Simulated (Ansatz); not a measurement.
**Convergence test, Bi₂Te₃**

The calculation used Ansatz, DFT PBEsol, scalar-relativistic, plane waves, PAW.

```
CELL_PARAMETERS angstrom
2.20850 1.27508 9.94667
-2.20850 1.27508 9.94667
0.00000 -2.55016 9.94667
ATOMIC_POSITIONS crystal
Bi 0.81200 0.81200 0.81200
Bi 0.40200 0.40200 0.40200
Te 0.61100 0.61100 0.61100
Te 0.20000 0.20000 0.20000
Te 0.00000 0.00000 0.00000
```

```json
{
 "plane-wave cutoff": "420 eV",
 "occupation rule": "Gaussian smearing, 0.1 eV",
 "spin treatment": "unpolarised"
}
```

The atoms are held and the k-point mesh is swept. Energies are extrapolated to zero smearing and count from the reference run, 18×18×18. The cell isn't necessarily relaxed at this level. The meshes are Γ-centred. Spin–orbit coupling is left out. Pressure is positive in compression.

Times are rough; the reference took 5.9 min on 1 thread of Oxide Virtual Turin-like Processor (Zen 5) (shared host), peak memory 2.3 GiB.

Task: Tried: 1×1×1, 3×3×3, 6×6×6, 12×12×12, 18×18×18. From which k-point mesh on does the energy per atom stay within 100, 10 and 1 meV of the reference?

Result: 3×3×3 for 100 meV, 6×6×6 for 10 meV, 6×6×6 for 1 meV. The reference itself isn't shown to be converged. At 6×6×6, where the energy is within 10 meV, force components still miss by up to 0.052 eV/Å, where the largest force is 1.163 eV/Å.

```csv
mesh,ΔE (meV/atom),P (GPa),largest change of a force component (eV/Å),irreducible points,wall time (s)
1×1×1,3679,25.14,4.162,1,1.3
3×3×3,-12.1,-0.92,0.214,6,3.5
6×6×6,-0.92,-0.81,0.052,32,12
12×12×12,-0.11,-0.82,0.010,189,110
18×18×18,0.00,-0.82,0.000,580,360
```

This form isn't the usual stable structure of the compound.